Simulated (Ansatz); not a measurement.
# A defect in a wire: zigzag graphene nanoribbon (N = 4, H edges), B and B in place of neighbours C and C, part 2 of 5

Aim: how much does this defect scatter, and at which energies?

Ansatz 0.2.0; DFT PBE, plane waves, PAW; relaxation of a wire's period (the session's first sound run).

So far. Step 2 (Relaxing the period): The cell's length comes to 2.463 Å with an absolute moment of 0.75 μB a cell.

### 3. The wire at its relaxed period

This step: DFT PBE, plane waves, PAW; channels and complex bands of a perfect wire (Ansatz 0.2.0).

At the relaxed period the Bloch states of the perfect wire are found at each energy: those that move forward count the open channels, and those that decay describe how a disturbance dies away inside the wire itself. An energy step of 0.035 eV is under the 0.039 eV that the program asks for its thermal average at 300 K.

Input file input.yaml:

```yaml
crystal:
  lattice:
    - [16.24, 0.0, 0.0]
    - [0.0, 7.0, 0.0]
    - [0.0, 0.0, 2.4629816094]
  atoms:
    - { symbol: H, position: [0.21419795, 0.5, 0.0] }
    - { symbol: C, position: [0.281445858, 0.5, 0.0], spin: 0.16 }
    - { symbol: C, position: [0.455799875, 0.5, 0.0] }
    - { symbol: C, position: [0.544200069, 0.5, 0.0] }
    - { symbol: C, position: [0.718554169, 0.5, 0.0], spin: -0.16 }
    - { symbol: H, position: [0.785802105, 0.5, 0.0] }
    - { symbol: C, position: [0.323388452, 0.5, 0.5], spin: -0.07 }
    - { symbol: C, position: [0.412357155, 0.5, 0.5], spin: 0.08 }
    - { symbol: C, position: [0.587642812, 0.5, 0.5], spin: -0.08 }
    - { symbol: C, position: [0.676611555, 0.5, 0.5], spin: 0.07 }
magnetization:
  spin_polarized: true
kpoints:
  mp_grid: { grid: [1, 1, 33] }
scf:
  occupations: { method: fermi_dirac, width: 0.05 }
hamiltonian:
  xc: pbe
output:
  transmission:
    e_range: [-1.26, 1.26]
    de: 0.035
    kmesh: [1, 1]
    reduced_basis: true
    leads: [[0, 0]]
basis:
  ecutwfc: "350 eV"
```

The run is started by

```
> ansatz run input.yaml --threads 4 --pin off --max-ram 16384MiB --backend cpu --events-out ev --progress --plain --runs-dir out
```

Numbers of over 12 decimals in the logs are rounded to 6 here.

The program printed:

```text
Warning: basis.ecutwfc = 350 eV is below the records' recommended 420 eV, and the density's cutoff is lower with it unless basis.ecutrho_ratio is high enough to keep the records' density cutoff: compare with a run at a higher cutoff
[...]
Crystal: 10 atoms, lattice volume = 279.992 Å³
Basis set: ecut = 350 eV, 4159 PW (Γ)
Bands: 28, of which v1, the nominal top of the filled ones, is band 17 counted from 1 (16 counted from 0)
Symmetry: 4 space group operations
[...]
k-points: 17 of 33
[...]
Starting moments: Σ|m| = 0.62 μB on 6 of 10 sites
[...]
SCF iter   1: F=—  HF=-2044.288824 eV  |F-HF|=—  |Δ(HF+E_count)|=         —  Δρ=3.56e-2 (↑3.56e-2 ↓3.56e-2)  dr2=1.43e1  dr2_m=1.08e-2  M=-0.000 μB ∫|m|=0.387 μB  β_m=0.30  ethr=3.10e-3  ⟨swp⟩=6.8  Hψ=5012  notcnv=0  defer=53
[...]
SCF iter   2: F=—  HF=-2040.648236 eV  |F-HF|=—  |Δ(HF+E_count)|=    3.64e0  Δρ=2.27e-2 (↑2.27e-2 ↓2.27e-2)  dr2=5.34e0  dr2_m=8.25e-3  M=0.000 μB ∫|m|=0.436 μB  β_m=0.30  ethr=3.10e-3  ⟨swp⟩=3.0  Hψ=2142  notcnv=0  defer=154
spin-set hold released at iteration 2 (site moments show no strong build): the magnetisation degrees of freedom join the quasi-Newton model from the next iteration; the mixer history was kept
SCF iter   3: F=—  HF=-2038.667232 eV  |F-HF|=—  |Δ(HF+E_count)|=    1.98e0  Δρ=5.56e-3 (↑5.56e-3 ↓5.56e-3)  dr2=1.87e-1  dr2_m=5.37e-3  M=0.000 μB ∫|m|=0.470 μB  β_m=0.30  ethr=3.10e-3  ⟨swp⟩=4.0  Hψ=2294  notcnv=0  defer=164
[...]
SCF iter  16: F=-2038.644452 eV  HF=-2038.644452 eV  |F-HF|=9.82e-10  |Δ(HF+E_count)|=  2.49e-10  Δρ=3.78e-7 (↑3.42e-7 ↓3.78e-7)  dr2=1.44e-9  dr2_m=1.59e-10  M=-0.000 μB ∫|m|=0.750 μB  ethr=2.52e-11  ⟨swp⟩=3.5  Hψ=2273  notcnv=0
SCF 1 converged in 16 iterations: F = -2038.644452 eV  dr2 = 1.44e-9
[...]
transmission: 4 of 8 steps passed
transmission: 8 of 8 steps passed
Second SCF, for the conductance: iteration 1, dr2 1.636e-7 eV
Second SCF, for the conductance: iteration 2, dr2 1.523e-8 eV
Second SCF, for the conductance: iteration 3, dr2 5.057e-7 eV
Second SCF, for the conductance: iteration 4, dr2 7.333e-9 eV
Second SCF, for the conductance: iteration 5, dr2 4.106e-8 eV
Second SCF, for the conductance: iteration 6, dr2 1.061e-8 eV
Second SCF, for the conductance: iteration 7, dr2 3.854e-10 eV
Second SCF, for the conductance: iteration 8, dr2 1.435e-10 eV
transmission: 4 of 8 steps passed
transmission: 8 of 8 steps passed
SCF converged after 16 iterations
Magnetization: -0.0000 μB (17.0000 up, 17.0000 down)
Absolute magnetization: 0.7505 μB (∫|ρ↑−ρ↓|, with the PAW one-centre terms)
[...]
Per-site moments (μB) at R_I (Å): [(-0.00200163, 0.450494), (0.051433, 0.450494), (-0.015935, 0.585447), (0.015935, 0.585447), (-0.051433, 0.450494), (0.00200159, 0.450494), (-0.022503, 0.580517), (0.027399, 0.585447), (-0.027399, 0.585447), (0.022503, 0.580517)]
Free energy (F): -2038.644452 eV
[...]
Internal energy: -2038.643706 eV  (E = F + TS)
E sigma→0 (E₀):  -2038.644079 eV
Entropy (-TS):   -0.000746 eV (-0.075 meV/atom)
Fermi energy:    -1.085231 eV
[...]
--- Band table (eV; the first three rows and the last of 34) ---
  k-point 0 ↑: bands = [... 13 lower, -5.4891, -4.5133, -4.4425, -4.2152, 1.6490, 1.7724, 2.2568, 2.3538, ... 7 higher]
  k-point 1 ↑: bands = [... 13 lower, -5.5600, -4.5788, -4.4609, -4.1953, 1.6466, 1.7925, 2.2781, 2.3742, ... 7 higher]
  k-point 2 ↑: bands = [... 13 lower, -5.7653, -4.7681, -4.5185, -4.1370, 1.6368, 1.8524, 2.3422, 2.4351, ... 7 higher]
  k-point 16 ↓: bands = [... 13 lower, -3.6911, -3.3173, -3.2660, -1.4803, -0.7912, 1.0113, 1.1662, 1.6991, ... 7 higher]
--- Transmission ---
  basis      : 825 plane waves across, 4 finite elements along
  points     : 1, standing for a mesh of 1 x 1
  filling    : by a second SCF (8 iterations) under fermi_dirac of width 0.025852 eV on a mesh of 1 x 1 x 72, whose Fermi level is -1.077083 eV
  energies   : 73 from -1.260000 to 1.260000 eV about the Fermi level, 0.035000 eV apart; the leads are filled to 0.000000 eV, and channels, transmission and decay are at 0.000000 eV
  crystal 0  : H2C8, at the sites [0, 0], period 2.4630 Å: whole cells are its period
    offset         : up to 0.0000 Å between an atom of the period and one for which it stands
    filled         : 8.5 meV over the level at which it is neutral
    channels       : 0.000000e0 up, 0.000000e0 down
    conductance    : 7.7957e9 S/m² at 300 K; may be off by some 0.2 % by where its bands' edges are placed, 18.7 % from the distance to neutral
    slowest decay  : 0.0704 /Å at (0.0000, 0.0000)
```

It took 38 min on 4 threads of Arm Neoverse V1, shared host; peak memory 5.3 GiB; 2.4 h of CPU time.

This step gave:

- energy at zero smearing: -2038.6441 eV
- absolute moment: 0.7505 μB
- channels at the energy nearest the Fermi level, spin up: 0
- channels at the energy nearest the Fermi level, spin down: 0
- conductance of the lead as this run defines it: 1.14e-4 G₀
- slowest decay in the lead at the energy nearest the Fermi level: 0.0704 Å⁻¹

Table of open channels of the lead by energy, zero at the Fermi level:

| energy (eV) | spin up | spin down |
| --- | --- | --- |
| -1.26 | 1 | 1 |
| -1.19 | 1 | 1 |
| -1.12 | 1 | 1 |
| -1.05 | 1 | 1 |
| -0.98 | 1 | 1 |
| -0.91 | 1 | 1 |
| -0.84 | 1 | 1 |
| -0.77 | 1 | 1 |
| -0.70 | 1 | 1 |
| -0.63 | 1 | 1 |
| -0.59 | 1 | 1 |
| -0.53 | 1 | 1 |
| -0.46 | 1 | 1 |
| -0.39 | 2 | 2 |
| -0.32 | 2 | 2 |
| -0.24 | 0 | 0 |
| -0.17 | 0 | 0 |
| -0.10 | 0 | 0 |
| -0.04 | 0 | 0 |
| 0.00 | 0 | 0 |
| 0.04 | 0 | 0 |
| 0.10 | 0 | 0 |
| 0.17 | 0 | 0 |
| 0.24 | 0 | 0 |
| 0.32 | 1 | 1 |
| 0.39 | 1 | 1 |
| 0.46 | 1 | 1 |
| 0.53 | 1 | 1 |
| 0.59 | 1 | 1 |
| 0.63 | 1 | 1 |
| 0.70 | 1 | 1 |
| 0.77 | 1 | 1 |
| 0.84 | 1 | 1 |
| 0.91 | 1 | 1 |
| 0.98 | 1 | 1 |
| 1.05 | 1 | 1 |
| 1.12 | 1 | 1 |
| 1.19 | 1 | 1 |
| 1.26 | 1 | 1 |

Spin up; the slowest values at each energy, most degenerate partners merged, listed up to 1.5 1/Å. Table of Im kz of the slowest decaying states by energy, zero at the Fermi level:

| energy (eV) | decay 1 (Å⁻¹) | decay 2 (Å⁻¹) | decay 3 (Å⁻¹) | decay 4 (Å⁻¹) |
| --- | --- | --- | --- | --- |
| -1.26 | 0.130 | 0.161 | 0.383 | 0.433 |
| -1.16 | 0.135 | 0.162 | 0.390 | 0.437 |
| -1.05 | 0.139 | 0.161 | 0.396 | 0.440 |
| -0.94 | 0.140 | 0.158 | 0.401 | 0.443 |
| -0.84 | 0.139 | 0.153 | 0.407 | 0.447 |
| -0.77 | 0.138 | 0.149 | 0.410 | 0.449 |
| -0.67 | 0.133 | 0.138 | 0.415 | 0.451 |
| -0.56 | 0.120 | 0.125 | 0.420 | 0.454 |
| -0.46 | 0.0748 | 0.113 | 0.424 | 0.457 |
| -0.35 | 0.117 | 0.428 | 0.459 | 0.476 |
| -0.24 | 0.0256 | 0.130 | 0.432 | 0.461 |
| -0.14 | 0.0587 | 0.134 | 0.436 | 0.463 |
| -0.04 | 0.0691 | 0.134 | 0.440 | 0.465 |
| 0.00 | 0.0704 | 0.132 | 0.441 | 0.466 |
| 0.04 | 0.0708 | 0.130 | 0.442 | 0.466 |
| 0.14 | 0.0662 | 0.119 | 0.445 | 0.468 |
| 0.24 | 0.0438 | 0.0863 | 0.448 | 0.469 |
| 0.35 | 0.0886 | 0.110 | 0.451 | 0.471 |
| 0.46 | 0.111 | 0.134 | 0.453 | 0.472 |
| 0.56 | 0.122 | 0.145 | 0.456 | 0.473 |
| 0.67 | 0.129 | 0.151 | 0.458 | 0.474 |
| 0.77 | 0.132 | 0.155 | 0.460 | 0.474 |
| 0.84 | 0.133 | 0.156 | 0.461 | 0.474 |
| 0.94 | 0.133 | 0.156 | 0.463 | 0.475 |
| 1.05 | 0.130 | 0.155 | 0.464 | 0.475 |
| 1.16 | 0.126 | 0.152 | 0.466 | 0.475 |
| 1.26 | 0.120 | 0.147 | 0.467 | 0.474 |

Spin down; the slowest values at each energy, most degenerate partners merged, listed up to 1.5 1/Å. Im kz of the slowest decaying states against energy, zero at the Fermi level:

| energy (eV) | decay 1 (Å⁻¹) | decay 2 (Å⁻¹) | decay 3 (Å⁻¹) | decay 4 (Å⁻¹) |
| --- | --- | --- | --- | --- |
| -1.26 | 0.130 | 0.161 | 0.383 | 0.433 |
| -1.16 | 0.135 | 0.162 | 0.390 | 0.437 |
| -1.05 | 0.139 | 0.161 | 0.396 | 0.440 |
| -0.94 | 0.140 | 0.158 | 0.401 | 0.443 |
| -0.84 | 0.139 | 0.153 | 0.407 | 0.447 |
| -0.77 | 0.138 | 0.149 | 0.410 | 0.449 |
| -0.67 | 0.133 | 0.138 | 0.415 | 0.451 |
| -0.56 | 0.120 | 0.125 | 0.420 | 0.454 |
| -0.46 | 0.0748 | 0.113 | 0.424 | 0.457 |
| -0.35 | 0.117 | 0.428 | 0.459 | 0.476 |
| -0.24 | 0.0256 | 0.130 | 0.432 | 0.461 |
| -0.14 | 0.0587 | 0.134 | 0.436 | 0.463 |
| -0.04 | 0.0691 | 0.134 | 0.440 | 0.465 |
| 0.00 | 0.0704 | 0.132 | 0.441 | 0.466 |
| 0.04 | 0.0708 | 0.130 | 0.442 | 0.466 |
| 0.14 | 0.0662 | 0.119 | 0.445 | 0.468 |
| 0.24 | 0.0438 | 0.0863 | 0.448 | 0.469 |
| 0.35 | 0.0886 | 0.110 | 0.451 | 0.471 |
| 0.46 | 0.111 | 0.134 | 0.453 | 0.472 |
| 0.56 | 0.122 | 0.145 | 0.456 | 0.473 |
| 0.67 | 0.129 | 0.151 | 0.458 | 0.474 |
| 0.77 | 0.132 | 0.155 | 0.460 | 0.474 |
| 0.84 | 0.133 | 0.156 | 0.461 | 0.474 |
| 0.94 | 0.133 | 0.156 | 0.463 | 0.475 |
| 1.05 | 0.130 | 0.155 | 0.464 | 0.475 |
| 1.16 | 0.126 | 0.152 | 0.466 | 0.475 |
| 1.26 | 0.120 | 0.147 | 0.467 | 0.474 |

By hand: the program gives 7.7957 × 10^9 S/m² over the cell's cross-section of 113.68 Å² = 1.137 × 10^-18 m², so one cell conducts 8.862 × 10^-9 S. Divided by G0 = 2e²/h = 7.748 × 10^-5 S this is 1.1e-4 G0, a resistance of 1.1e5 kΩ.

At the computed energy nearest the Fermi level there are 0 spin-up and 0 spin-down channels, and the thermal average gives 1.1e-4 G₀.

(Continued in part 3 of 5.)

[Logs are printed without paths, hosts, clocks, repeated set-up lines and the standing remarks that a program may print on its own settings, such as how far it seeks lower states.]

[Hosts, paths, dates, database ids (printed as entryN), source tags and the programs' standing remarks are cut or masked in the printed files.]
